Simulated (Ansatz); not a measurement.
Point defect: As on a Ga site in GaAs

Level of theory: DFT LDA, scalar-relativistic, plane waves, PAW in Ansatz 0.2.0. Run with 420 eV cutoff, 3×3×3 k-mesh, Gaussian smearing of 0.02 eV, collinear spin in charge +1 alone.

Host crystal, relaxed:

```yaml
crystal:
  lattice:
    - [0.00000, 2.80169, 2.80169]
    - [2.80169, 0.00000, 2.80169]
    - [2.80169, 2.80169, 0.00000]
  atoms:
    - { symbol: Ga, position: [0.00000, 0.00000, 0.00000] }
    - { symbol: As, position: [0.75000, 0.75000, 0.75000] }
```

Supercell of 32 atoms, rows in host cell vectors: 1 1 -3; -3 1 1; 1 1 1. Atoms relax at the host's cell from a start displaced at random by 0.06 Å near the defect, so other minima may exist. The cell is small, so energies carry finite-size errors of tenths of an eV. The host's Kohn–Sham gap is 0.49 eV. Charged cells are corrected for image charges with the computed static dielectric tensor (mean 15.8) and aligned with the host's potential at far atoms (alignment terms reach 0.11 eV; the program doubts the alignment in some charges, where it is up to 0.11 eV). No band-filling term is added, and the Fermi level counts from the host's valence band top.

Starting moments were lost in some runs.

Defect: As on a Ga site set at (0.000, 0.000, 0.000) of the host cell. Before relaxation its nearest neighbours are 4 As at 2.43 Å.

| charge | over the neutral state (eV) | moment (μB) | largest move (Å) | atoms near the site |
| --- | --- | --- | --- | --- |
| +1 | -0.39 | 0.00 | 0.09 | 4 As at 2.51 Å |
| 0 | 0.00 | 0.00 | 0.14 | 4 As at 2.56 Å |

Among the charges computed the stable one is +1 at the valence band top, changing to 0 at 0.39 eV. In charge +1 the cell has partly filled bands: a level of the defect may be part filled, the carrier may sit in the host's bands, or levels may cross between the k points, so transitions that involve it are doubtful. Without the alignment that the program doubts, the level (+1/0) would lie at 0.50 eV, outside the gap, so these runs don't decide whether the defect changes charge there.

Cost: 3 runs of about 2.2 core-hours in all, on Intel Xeon Processor @ 2.70GHz (shared hosts).